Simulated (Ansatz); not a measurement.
# NiSi2 (Si2Ni-type): how the settings move a single-point run, part 2 of 2

Question: which choices in the input matter for NiSi2 (Si2Ni-type)?

Ansatz 0.2.0; reference level DFT PBE, scalar-relativistic, plane waves, PAW. The steps go on from the part before.

**6. Changing settings: symmetry.detect false, ecutwfc 25.7 Ry, accuracy high**

The COD entry's cell or inner coordinates are ideal or old and differ from later refinements, so a difference from it is no clean test against experiment.

File input.yaml:

```yaml
crystal:
  lattice:
    - [0.0, 2.7216542978, 2.7216542978]
    - [2.7216542978, 0.0, 2.7216542978]
    - [2.7216542978, 2.7216542978, 0.0]
  atoms:
    - { symbol: Si, position: [0.25, 0.25, 0.25] }
    - { symbol: Si, position: [0.75, 0.75, 0.75] }
    - { symbol: Ni, position: [0.0, 0.0, 0.0], spin: 0.8 }
  symmetry: { detect: false }
basis:
  ecutwfc: "25.7 Ry"
  ecutrho_ratio: 4
kpoints:
  mp_grid: { grid: [12, 12, 12] }
hamiltonian:
  xc: pbe
scf:
  occupations: { method: gaussian, width: 0.05 }
output:
  forces: true
  stress: true
magnetization:
  spin_polarized: true
accuracy: high
```

Started as:

```
$ ansatz run input.yaml --threads 4 --pin off --max-ram 7168MiB --backend cpu --events-out ev --progress --plain --runs-dir out
```

What it wrote (excerpt; [...] marks lines left out):

```text
Warning: basis.ecutwfc = 349.6663132609458 eV is below the records' recommended 420 eV, and the density's cutoff is lower with it unless basis.ecutrho_ratio is high enough to keep the records' density cutoff: compare with a run at a higher cutoff
Warning: basis.ecutrho_ratio = 4 (ecutrho = 1398.6652530437832 eV) is below the records' recommended 1680 eV
Warning: RAYON_NUM_THREADS=4 ignored (pool sized by the plan → 4); use --threads N
[...]
Pseudopotentials: kind: paw
Pseudopotential: Si, paw, valence charge 4, recommended cutoff 420 eV (normal), Si.paw.azcp
Pseudopotential: Ni, paw, valence charge 18, recommended cutoff 420 eV (normal), Ni.paw.azcp
Functional definition: PBE
[...]
Crystal: 3 atoms, lattice volume = 40.321 Å³
Basis set: ecut = 349.6663132609458 eV, 609 PW (Γ), exchange–correlation on 54×54×54 points (8 copies of the dense FFT grid, shifted against one another)
Bands: 18, of which v1, the nominal top of the filled ones, is band 13 counted from 1 (12 counted from 0)
Symmetry: 1 space group operations
k-points: 868 of 1728 (time reversal used)
[...]
Starting moments: Σ|m| = 0.8 μB on 1 of 3 sites
[...]
WARN: the starting moments were not kept: the SCF closed with an absolute magnetisation of 1.6e-8 μB, where they sum to 0.8 μB in size (1 site). That is at most 0.1 of that sum. Measured as dr2_m measures the in/out step, that magnetisation stands 2.3e-16 eV from none, at or under the [...]
SCF converged after 15 iterations
Magnetization: -0.0000 μB (13.0000 up, 13.0000 down)
Absolute magnetization: 0.0000 μB (∫|ρ↑−ρ↓|, with the PAW one-centre terms)
Spin contamination: 0.0000 ħ² per cell (⟨S²⟩ above its minimum at these occupations)
Per-site moments (μB) at R_I (Å): [(-6.428302134296994e-10, 0.9722714769132329), (-6.422798769866645e-10, 0.9722714769132328), (-7.034268999295877e-9, 0.9722714769132328)]
Free energy (F): -7112.369213 eV
[...]
E sigma→0 (E₀):  -7112.368470 eV
Entropy (-TS):   -0.001486 eV (-0.495 meV/atom)
Fermi energy:    12.890791 eV
[...]
--- Forces (eV/Å), atoms counted from 1 ---
  atom   1  Si     0.00000000     0.00000000    -0.00000000
  atom   2  Si    -0.00000000    -0.00000000     0.00000000
  atom   3  Ni    -0.00000000     0.00000000     0.00000000
[...]
--- Stress (GPa, compression-positive) ---
        0.175268      -0.000000       0.000000
       -0.000000       0.175268       0.000000
        0.000000       0.000000       0.175268
  P = ⅓ Tr σ = 0.1753 GPa (1.753 kbar)
```

Wall time 31 s (4 threads of Arm Neoverse V2, shared host); peak memory 1.1 GiB.

Changing the use of symmetry, cutoff and accuracy level moves the energy by +10.5 meV/atom. The log warns that the cutoff is under what these potentials recommend, so the shift holds truncation error. These settings are too coarse to quote as the system's properties.

**7. Changing settings: lower_state_search off**

File input.yaml:

```yaml
crystal:
  lattice:
    - [0.0, 2.7216542978, 2.7216542978]
    - [2.7216542978, 0.0, 2.7216542978]
    - [2.7216542978, 2.7216542978, 0.0]
  atoms:
    - { symbol: Si, position: [0.25, 0.25, 0.25] }
    - { symbol: Si, position: [0.75, 0.75, 0.75] }
    - { symbol: Ni, position: [0.0, 0.0, 0.0], spin: 0.8 }
basis:
  ecutwfc: 420
  ecutrho_ratio: 4
kpoints:
  mp_grid: { grid: [12, 12, 12] }
hamiltonian:
  xc: pbe
scf:
  occupations: { method: gaussian, width: 0.05 }
  lower_state_search: "off"
output:
  forces: true
  stress: true
  write_density: true
  write_potential: true
  elf: true
  volumetric_format: npy
magnetization:
  spin_polarized: true
```

Started as:

```
$ ansatz run input.yaml --threads 4 --pin off --max-ram 7168MiB --backend cpu --events-out ev --progress --plain --runs-dir out
```

What it wrote (excerpt; [...] marks lines left out):

```text
Warning: RAYON_NUM_THREADS=4 ignored (pool sized by the plan → 4); use --threads N
[...]
[... 4 set-up lines as earlier in the session ...]
[...]
Crystal: 3 atoms, lattice volume = 40.321 Å³
Basis set: ecut = 420 eV, 749 PW (Γ), exchange–correlation on 54×54×54 points (8 copies of the dense FFT grid, shifted against one another)
Bands: 18, of which v1, the nominal top of the filled ones, is band 13 counted from 1 (12 counted from 0)
[... 2 set-up lines as earlier in the session ...]
Magnetic group: BNS 225.116 (UNI 1618), of the structure as read, at distance tolerance 3.4e-5 Å
k-points: 72 of 1728
[...]
Starting moments: Σ|m| = 0.8 μB on 1 of 3 sites
[...]
WARN: the starting moments were not kept: the SCF closed with an absolute magnetisation of 1.8e-6 μB, where they sum to 0.8 μB in size (1 site). That is at most 0.1 of that sum. Measured as dr2_m measures the in/out step, that magnetisation stands 4.3e-12 eV from none, at or under the [...]
Magnetization: -0.0000 μB (13.0000 up, 13.0000 down)
Absolute magnetization: 0.0000 μB (∫|ρ↑−ρ↓|, with the PAW one-centre terms)
Spin contamination: 0.0000 ħ² per cell (⟨S²⟩ above its minimum at these occupations)
Per-site moments (μB) at R_I (Å): [(-1.385712379326334e-7, 0.9722714769132329), (-1.385712380127664e-7, 0.9722714769132328), (-1.0507975221299953e-6, 0.9722714769132328)]
Free energy (F): -7112.400678 eV
[...]
E sigma→0 (E₀):  -7112.399934 eV
Entropy (-TS):   -0.001486 eV (-0.495 meV/atom)
Fermi energy:    12.895755 eV
[...]
--- Forces (eV/Å), atoms counted from 1 ---
  atom   1  Si     0.00000000    -0.00000000    -0.00000000
  atom   2  Si     0.00000000     0.00000000    -0.00000000
  atom   3  Ni    -0.00000000     0.00000000     0.00000000
[...]
--- Stress (GPa, compression-positive) ---
        0.009243      -0.000000       0.000000
        0.000000       0.009243      -0.000000
       -0.000000       0.000000       0.009243
  P = ⅓ Tr σ = 0.0092 GPa (0.092 kbar)
--- Band table (eV; the first three rows and the last of 144) ---
  k-point 0 ↑: bands = ["-91.6130", "-52.0081", "-52.0081", "-52.0081", "-0.7551", "7.8463", "7.8463", "7.8463", "9.5314", "9.5314", "12.4549", "14.6157", "14.6157", "14.6157", "15.2116", "15.2116", "15.2116", "17.5922"]
[...]
```

It took 3.1 s on 4 threads of Arm Neoverse V2, shared host; peak memory 0.39 GiB.

The changed input (search for lower states) leaves the energy the same to the digits printed. Both runs lost their moments, so the test says nothing on the magnetic state.

**8. Changing settings: hubbard.sites [{species: Ni, l: d, u_eff: 5.0}], hubbard.double_counting amf, lower_state_search standard**

File input.yaml:

```yaml
crystal:
  lattice:
    - [0.0, 2.7216542978, 2.7216542978]
    - [2.7216542978, 0.0, 2.7216542978]
    - [2.7216542978, 2.7216542978, 0.0]
  atoms:
    - { symbol: Si, position: [0.25, 0.25, 0.25] }
    - { symbol: Si, position: [0.75, 0.75, 0.75] }
    - { symbol: Ni, position: [0.0, 0.0, 0.0], spin: 0.8 }
basis:
  ecutwfc: 420
  ecutrho_ratio: 4
kpoints:
  mp_grid: { grid: [12, 12, 12] }
hamiltonian:
  xc: pbe
  hubbard: { sites: [{ species: Ni, l: d, u_eff: 5.0 }], double_counting: amf }
scf:
  occupations: { method: gaussian, width: 0.05 }
  lower_state_search: standard
output:
  forces: true
  stress: true
magnetization:
  spin_polarized: true
```

Started as:

```
$ ansatz run input.yaml --threads 4 --pin off --max-ram 7168MiB --backend cpu --events-out ev --progress --plain --runs-dir out
```

What it wrote (excerpt; [...] marks lines left out):

```text
Warning: RAYON_NUM_THREADS=4 ignored (pool sized by the plan → 4); use --threads N
Si: projections on atomic orbitals take those of the free atom [Ne] 3s2 3p2, of charge +0.00 (hamiltonian.pseudopotentials.projection_atoms); the dataset's partial waves leave at most 6.1e-8 of an orbital's norm unspanned inside its sphere
Ni: projections on atomic orbitals take those of the free atom [Ne] 3s2 3p6 3d8 4s2, of charge +0.00 (hamiltonian.pseudopotentials.projection_atoms); the dataset's partial waves leave at most 1.6e-6 of an orbital's norm unspanned inside its sphere
[...]
[... 4 set-up lines as earlier in the session ...]
[...]
Crystal: 3 atoms, lattice volume = 40.321 Å³
Basis set: ecut = 420 eV, 749 PW (Γ), exchange–correlation on 54×54×54 points (8 copies of the dense FFT grid, shifted against one another)
[...]
WARN: the starting moments were not kept: the SCF closed with an absolute magnetisation of 4.4e-6 μB, where they sum to 0.8 μB in size (1 site). That is at most 0.1 of that sum. Measured as dr2_m measures the in/out step, that magnetisation stands 2.5e-11 eV from none, at or under the [...]
SCF converged after 18 iterations
Magnetization: 0.0000 μB (13.0000 up, 13.0000 down)
Absolute magnetization: 0.0000 μB (∫|ρ↑−ρ↓|, with the PAW one-centre terms)
Spin contamination: 0.0000 ħ² per cell (⟨S²⟩ above its minimum at these occupations)
Per-site moments (μB) at R_I (Å): [(2.5799781716819213e-7, 0.9722714769132329), (2.579978168838943e-7, 0.9722714769132328), (2.865453294000408e-6, 0.9722714769132328)]
Free energy (F): -7112.449635 eV
[...]
E sigma→0 (E₀):  -7112.448649 eV
Entropy (-TS):   -0.001973 eV (-0.658 meV/atom)
Fermi energy:    12.939989 eV
[...]
DFT+U double counting: amf (around mean field; hamiltonian.hubbard.double_counting)
--- Forces (eV/Å), atoms counted from 1 ---
  atom   1  Si     0.00000000     0.00000000     0.00000000
  atom   2  Si     0.00000000     0.00000000     0.00000000
  atom   3  Ni    -0.00000000    -0.00000000    -0.00000000
[...]
--- Stress (GPa, compression-positive) ---
        0.252229      -0.000000       0.000000
       -0.000000       0.252229       0.000000
        0.000000      -0.000000       0.252229
  P = ⅓ Tr σ = 0.2522 GPa (2.522 kbar)
Occupation matrices written to <dir>
```

It took 3 s on 4 threads of Arm Neoverse V2, shared host; peak memory 0.42 GiB.

Changing the Hubbard U, double counting of the Hubbard term and search for lower states moves the energy by -16.3 meV/atom. The U term adds an energy of its own, so the shift says nothing about which run is better.

**9. Comparison**

This closing draws on all 2 parts.

| run | ending | energy change | pressure (GPa) | gap (eV) | force (eV/Å) | cycles | time |
| --- | --- | --- | --- | --- | --- | --- | --- |
| reference | converged | 0 | 0.0 | 0.00 | 0.00 | 12 | 2.3 s |
| 1: ecutwfc 14.7 Ry | converged | +5.17 eV/atom | 2.3 | 0.00 | 0.00 | 12 | 0.91 s |
| 2: symmetry.detect false, basis.precision f64, hubbard.sites [{species: Ni, l: d, u_eff: 5.0}], hubbard.double_counting amf, eigensolver.kind davidson | timeout | - | - | - | - | - | 61 s |
| 3: symmetry.detect false, ecutwfc 25.7 Ry, accuracy high | converged | +10.5 meV/atom | 0.2 | 0.00 | 0.00 | 15 | 31 s |
| 4: lower_state_search off | converged | 0.0 meV/atom | 0.0 | 0.00 | 0.00 | 17 | 3.1 s |
| 5: hubbard.sites [{species: Ni, l: d, u_eff: 5.0}], hubbard.double_counting amf, lower_state_search standard | converged | -16.3 meV/atom (Hubbard term changed: no physical gain or loss) | 0.3 | 0.00 | 0.00 | 18 | 3 s |

Times don't compare one to one where runs were asked for different outputs or read a saved state (see the inputs); cycles may leave out searches for a lower state.

Residual by cycle in the longest SCF loop of each run; runs are numbered as in the table. The quantity is the density residual dr2, in eV.

```
cycle  reference    run 1    run 2    run 3   run 4    run 5
    1       1.28       13      4.7     1.23    4.69     4.69
    3      0.726     3.79    0.717    0.364   0.862    0.846
    4      0.323    0.434    0.121    0.179     0.2    0.168
    6     0.0585   0.0152   0.0826  0.00684  8.0e-4  0.00354
    7    0.00105   5.0e-4  0.00703   7.2e-5  0.0103  0.00897
    9     2.2e-4   8.1e-6   6.1e-5   5.2e-6  9.0e-4   5.4e-4
   10     8.6e-8   2.3e-8   0.0614   3.0e-8  2.7e-5   2.1e-5
   12     1.7e-8  3.8e-11   1.2e-5  3.8e-10  7.5e-4   9.5e-4
   13          -        -   6.3e-5  3.4e-11  1.3e-4   4.5e-5
   15          -        -   7.6e-8  1.4e-12  4.2e-9   2.3e-6
   16          -        -   9.9e-8        -  1.4e-9   2.6e-8
   18          -        -   1.2e-9        -       -  1.8e-10
```

**Reading.** Of the converged runs whose energies compare with the reference's, «ecutwfc 14.7 Ry» moves the energy most (+5.17 eV/atom). Runs 1 and 3 ran under the cutoff that the potentials recommend, as the log warns, so basis error is mixed into their values. A changed U is a change of model: its shifts are not errors of convergence. 1 of the 5 altered inputs did not end normally.
